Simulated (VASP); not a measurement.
A run of VASP 6.6.1 is set up as follows.

INCAR

```
ALGO     = Normal         # electronic algorithm
EDIFF    = 1E-7           # SCF threshold, eV
ENCUT    = 520            # plane-wave cutoff, eV
GGA      = PE             # functional
ISIF     = 2              # what is computed and relaxed
ISMEAR   = -1             # smearing method
LASPH    = T              # aspherical terms in the spheres
LCHARG   = F              # write CHGCAR
LREAL    = F              # projectors in reciprocal space
LWAVE    = F              # write WAVECAR
NBANDS   = 46             # bands
NELM     = 100            # most SCF steps
PREC     = Accurate       # precision mode
SIGMA    = 0.05           # smearing width, eV
```

The input KPOINTS:

```
k-points
0
Gamma
  6 6 5
```

File POSCAR:

```
TiO2
1.0
    5.5822227355      0.0000000000      0.0000000000
   -2.7911113678      4.8343466985      0.0000000000
    0.0000000000      0.0000000000      6.0824678800
Ti O
3 6
Direct
    0.4684250000     -0.0011830000      0.3381180000
    0.0010770000      0.4633610000      0.6636580000
    0.5442310000      0.5404190000     -0.0058530000
    0.5882390000      0.8622810000      0.1103600000
    0.7274070000      0.1449090000      0.5469100000
    0.2740950000      0.4148210000      0.7903840000
    0.8420230000      0.5669460000      0.8819520000
    0.1409980000      0.7319560000      0.4481020000
    0.4114730000      0.2703670000      0.2112110000
```

Potentials or basis: VASP PAW PBE potentials, release 64 (Ti_sv, O).

Command:

```bash
$ cat potpaw_PBE.64/Ti_sv/POTCAR potpaw_PBE.64/O/POTCAR > POTCAR
$ mpirun -np 1 vasp_std > vasp.out
```

**Question.** Estimate the band gap on the k mesh.

**Answer.** 3.34 eV, indirect (least direct gap 3.35 eV).

**Question.** What does it give for the largest force?

**Answer.** 2.771 eV/Å.

**Question.** Estimate the pressure.

**Answer.** 0.7 GPa.

Stress tensor (GPa, compression positive):
```
 2.49  2.43 -0.37
 2.43 -0.63  1.79
-0.37  1.79  0.20
```

Caveat: an odd mesh through Γ misses points on the zone boundary, where band edges often lie.
